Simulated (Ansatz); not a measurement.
# Ti (Fm-3m) in Ansatz: a series of runs

The runs below take Ti through phonons, elastic constants, with PBEsol.

Program: Ansatz 0.2.0. These are calculated values, not measurements. Logs are shortened: lines on timing, memory, paths and dates and some standing lists are left out, and cuts for length are marked.

## (1) Starting point

The structure is cubic, space group Fm-3m (No. 225). The conventional cell has a = 4.060 Å, b = 4.060 Å, c = 4.060 Å, α = 90.00°, β = 90.00°, γ = 90.00°. Ti (site symmetry m-3m) is surrounded by 12 Ti at 2.87 Å.

This isn't the form of Ti at room conditions, which is hcp.

## (2) Phonons, PBEsol

input.yaml reads:

```yaml
crystal:
  lattice:
    - [0.0, 2.03, 2.03]
    - [2.03, 0.0, 2.03]
    - [2.03, 2.03, 0.0]
  atoms:
    - { symbol: Ti, position: [0.0, 0.0, 0.0] }
hamiltonian:
  xc: pbesol
  pseudopotentials: { kind: paw }
kpoints:
  mp_grid: { grid: [8, 8, 8] }
scf:
  occupations: { method: fermi_dirac, width: 0.05 }
phonons:
  method: dfpt
```

Potentials or basis: Ansatz PAW.

The run is started by

```
> ansatz run input.yaml --threads 2 --pin off --max-ram 5632MiB --backend cpu --events-out ev --progress --plain --runs-dir out
```

The log of the run:

```text
Warning: RAYON_NUM_THREADS=2 ignored (pool sized by the plan → 2); use --threads N
Engine: ansatz 0.2.0, aarch64-unknown-linux-gnu
Pseudopotentials: kind: paw
Pseudopotential: Ti, paw, valence charge 12, recommended cutoff 420 eV (normal), Ti.paw.azcp
Functional definition: PBEsol
  exchange = pbesol_x
  correlation = pbesol_c
Crystal: 1 atoms, lattice volume = 16.731 Å³
Basis set: ecut = 420 eV, 331 PW (Γ), exchange–correlation on 40×40×40 points (8 copies of the dense FFT grid, shifted against one another)
Bands: 10, of which v1, the nominal top of the filled ones, is band 6 counted from 1 (5 counted from 0)
Symmetry: 48 space group operations
k-points: 59 of 512 (irreducible under 8 space group operations, time reversal used)
Non-local potential: Ti, projectors of the file, l = 0: 3, l = 1: 2, l = 2: 3, l = 3: 1
PAW form: soft (Blöchl's): semilocal exchange-correlation on the pseudo side does not see the compensation charge
PAW frozen core: Ti, regenerated for the run's functional, and the local potential with it (the file was generated under x = pbe(κ = 0.804, μ = 0.2195149727645171), c = pbe(β = 0.06672455060314922))
PAW one-centre angular grid: Ti, 590 points (default); XC on 64 Gauss nodes
Initial density: superposition of atomic densities (neutral atoms: chi_scale 0, normalization atom), corrected by the library's trained network
Initial wavefunctions: pseudopotential atomic-orbital guess
Functional: x = pbesol(κ = 0.804, μ = 0.12345679012345678), c = pbesol(β = 0.046)
SCF iter   1: F=—  HF=-2473.844915 eV  |F-HF|=—  |Δ(HF+E_count)|=         —  Δρ=7.65e-3  dr2=7.37e-3  ethr=1.77e-3  ⟨swp⟩=4.3  Hψ=3078  notcnv=0
preconditioner: auto → none  [insulator: Δε(μ)=0.114 eV  Ē_g=4.326 eV  σ=0.050 eV  W_gap=0.51  n_scr=0 (ndim 8)  ℏωp=18.2 eV  f_vac=0.000  D(μ)=1.39/eV (n_scr^D=14)  ε∞_Penn≈18.6]
SCF iter   2: F=—  HF=-2473.842688 eV  |F-HF|=—  |Δ(HF+E_count)|=   2.23e-3  Δρ=2.70e-3  dr2=6.65e-4  ethr=6.14e-5  ⟨swp⟩=3.0  Hψ=1614  notcnv=0
SCF iter   3: F=—  HF=-2473.842528 eV  |F-HF|=—  |Δ(HF+E_count)|=   1.61e-4  Δρ=1.29e-3  dr2=8.21e-5  ethr=5.54e-6  ⟨swp⟩=3.0  Hψ=1157  notcnv=0
SCF iter   4: F=—  HF=-2473.842541 eV  |F-HF|=—  |Δ(HF+E_count)|=   1.32e-5  Δρ=1.50e-4  dr2=1.05e-6  ethr=6.84e-7  ⟨swp⟩=1.0  Hψ=590  notcnv=0
SCF iter   5: F=—  HF=-2473.842542 eV  |F-HF|=—  |Δ(HF+E_count)|=   1.47e-6  Δρ=1.15e-5  dr2=2.01e-8  ethr=8.79e-9  ⟨swp⟩=2.0  Hψ=672  notcnv=0
SCF iter   6: F=—  HF=-2473.842542 eV  |F-HF|=—  |Δ(HF+E_count)|=   5.22e-9  Δρ=1.05e-6  dr2=1.22e-10  ethr=1.67e-10  ⟨swp⟩=2.0  Hψ=695  notcnv=0
SCF iter   7: F=-2473.842542 eV  HF=-2473.842542 eV  |F-HF|=9.09e-13  |Δ(HF+E_count)|=  2.46e-11  Δρ=8.41e-8  dr2=6.46e-13  ethr=1.00e-12  ⟨swp⟩=4.9  Hψ=2027  notcnv=0
SCF 1 converged in 7 iterations: F = -2473.842542 eV  dr2 = 6.46e-13
DFPT response loops at Γ: preconditioner auto → Kerker (q_TF=auto, 2.581 Å⁻¹) (partly filled bands, converged f_vac=0.000); β = 1.00, the filter's whole step (`scf.mixing.beta` (0.50) is not read by the response loops under this deck's `scf.mixing.preconditioner`; to damp them name `kerker` or `kerker_dos`, under which they read `scf.mixing.beta`, and type it under 1.00, their step now; both keys bind the ground state too); Broyden in place of MSR1
SCF converged after 7 iterations
Free energy (F): -2473.842542 eV
Harris-Foulkes:  -2473.842542 eV  (|F-HF|=9.09e-13)
Internal energy: -2473.829071 eV  (E = F + TS)
E sigma→0 (E₀):  -2473.835807 eV
Entropy (-TS):   -0.013471 eV (-13.471 meV/atom)
Fermi energy:    13.756342 eV
--- Per-component energies (eV) ---
  E_band       = -149.896833
  E_kinetic    = 273.161378
  E_local      = -792.534544  (includes V_loc(G=0)·N_el)
  E_nonlocal   = 9.492871
  E_hartree    = 326.236775
  E_xc         = -96.903657
  E_vxc        = -121.777335  (∫ρ·V_xc dr)
  E_paw        = -1022.616461  (= ΣΔE_a)
  E_vpaw       = -170.712857  (= ΣTr[D̂ρ^β])
  E_aug_tail   = 0.000100  (compensation charges beyond the density's cutoff)
  E_ewald      = -1170.804918
  E_core_change = 0.139384  (= ΣΔE_core)
  E_smearing   = -0.013471  (= −TS)
  E_closure    = 0.000000  (closes the sum)
  Σ components = -2473.842542   (vs F -2473.842542, Δ=0.00e0)
--- Band table (eV; the first three rows and the last of 59) ---
  k-point 0: bands = ["-42.6447", "-18.5687", "-18.5687", "-18.5687", "7.5761", "14.6311", "14.6311", "14.6311", "16.3487", "16.3487"]
  k-point 1: bands = ["-42.6235", "-18.6855", "-18.5832", "-18.5832", "8.0881", "14.3281", "14.7996", "14.7996", "16.2523", "16.2523"]
  k-point 2: bands = ["-42.5720", "-18.9614", "-18.6180", "-18.6180", "9.4082", "13.8024", "14.8974", "14.8974", "16.4286", "16.4286"]
  k-point 58: bands = ["-42.4505", "-19.0645", "-19.0645", "-18.8497", "12.1171", "13.3349", "13.3349", "15.9465", "17.8022", "22.4516"]
--- Phonons (Γ-DFPT): 1 representative perturbation + reference, on 59 of 512 k-points (Σ response iterations 3) ---
  k mesh reduced under 8 symmetry operations, with k and −k counted as one. Each operation leaves every solved perturbation unchanged. A smaller set is not used because it would not reduce the number of displacements times k-points to solve
  ASR residual: 6.605e-4 → 0.000e0 eV/Å²; symmetrization residual: 1.331e-19 eV/Å²
  ASR residual per site (eV/Å²): 6.60e-4
  Γ frequencies (cm⁻¹): 0.00 0.00 0.00
  non-analytic LO–TO correction: not included (Born effective charges unavailable; polar crystals: no LO–TO splitting at Γ)
```

Wall time 1.1 s (2 threads of Arm Neoverse V2, shared host); peak memory 0.31 GiB.

Results:

| Item | Value |
| --- | --- |
| Free energy | -2473.8425 eV |
| Band gap on the k mesh | none (metal or under the smearing width) |

Levels at points of the mesh, in eV from the Fermi level:
```tsv
k point	band 4	band 5	band 6	band 7	band 8	band 9
(0.00, 0.00, 0.00)	-32.33	-6.18	0.87	0.87	0.87	2.59
(0.00, 0.00, -0.50)	-32.42	-2.70	0.71	0.74	0.74	3.74
(0.00, -0.50, -0.50)	-32.59	-2.74	-1.85	2.98	3.72	4.04
(-0.50, 0.00, -0.50)	-32.59	-2.74	-1.85	2.98	3.72	4.04
```

Caveat: the PAW data sets come from PBE, with cores solved anew for the run's functional, which leaves a small shift of forces and pressure.

## (3) Elastic constants, PBEsol

Changes to input.yaml since step 2:

```diff
@@ -14,3 +14,7 @@
   occupations: { method: fermi_dirac, width: 0.05 }
-phonons:
-  method: dfpt
+output:
+  forces: true
+  stress: true
+elastic:
+  mode: relaxed_ion
+  stencil: two_point
```

Potentials or basis: Ansatz PAW.

The run is started by

```
> ansatz run input.yaml --threads 2 --pin off --max-ram 5632MiB --backend cpu --events-out ev --progress --plain --runs-dir out
```

Wall time 2 s (2 threads of Arm Neoverse V2, shared host); peak memory 0.28 GiB.

Results (log left out):

```yaml
Free_energy: -2473.8425 eV
Pressure: -0.3 GPa
Band_gap_on_the_k_mesh: none (metal or under the smearing width)
Elastic_constants_C11_C12_C44: 150, 92, 44 GPa
Voigt_bulk_modulus: 112 GPa
```

Levels at points of the mesh, in eV from the Fermi level:
| k point | band 3 | band 4 | band 5 | band 6 | band 7 | band 8 | band 9 | band 10 |
| --- | --- | --- | --- | --- | --- | --- | --- | --- |
| (0.00, 0.00, 0.00) | -32.33 | -32.33 | -6.18 | 0.87 | 0.87 | 0.87 | 2.59 | 2.59 |
| (0.00, 0.00, -0.50) | -32.42 | -32.42 | -2.70 | 0.71 | 0.74 | 0.74 | 3.74 | 3.74 |
| (0.00, -0.50, -0.50) | -32.59 | -32.59 | -2.74 | -1.85 | 2.98 | 3.72 | 4.04 | 4.04 |

Elastic tensor in Voigt notation (GPa, in the Cartesian axes of the cell as first typed):
```
150  92  92   0   0   0
 92 150  92   0   0   0
 92  92 150   0   0   0
  0   0   0  44   0   0
  0   0   0   0  44   0
  0   0   0   0   0  44
```

Caveat: elastic constants of metals need much finer meshes, so these are rough; the PAW data sets come from PBE, with cores solved anew for the run's functional, which leaves a small shift of forces and pressure.
